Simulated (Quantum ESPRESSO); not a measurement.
## Pb in Quantum ESPRESSO: the effect of functional

The system is Pb.

```
Pb
1.0
     0.00000    2.47502    2.47502
     2.47502    0.00000    2.47502
     2.47502    2.47502    0.00000
Pb
1
Direct
  0.00000 0.00000 0.00000
```

Alike in all runs:

- Program: Quantum ESPRESSO 7.5
- Task: phonons
- Cutoff: 762 eV
- Density cutoff: 3048 eV
- k mesh: 9 × 9 × 9
- Occupations: cold, width 0.2 eV
- Spin: no spin polarisation

Each run relaxes the cell or the atoms first.

| functional | potentials or basis | relaxed volume (Å³/atom) | highest phonon frequency (cm⁻¹) |
| --- | --- | --- | --- |
| LDA | PseudoDojo 0.4.1 SR LDA standard | 29.01 | 63 |
| PBEsol | PseudoDojo 0.4.1 SR PBEsol standard | 29.98 | 60 |
| WC | PseudoDojo 0.4.1 SR PBE standard | 30.06 | 61 |
| revPBE | PseudoDojo 0.4.1 SR PBE standard | ? | ? |
| RPBE | PseudoDojo 0.4.1 SR PBE standard | 33.06 | 46 |
| vdW-DF-cx | PseudoDojo 0.4.1 SR PBE standard | 30.18 | 62 |

**Question.** What does the run with functional revPBE give?

**Answer.** Relaxed volume 32.72 Å³/atom; highest phonon frequency 47 cm⁻¹.

Caveats: the q point doesn't lie on the k mesh, which can shift a metal's frequencies strongly unless the mesh is converged; the potentials were made for another functional, which shifts forces and pressure (some runs).

Runs at the PBE level aren't shown here.
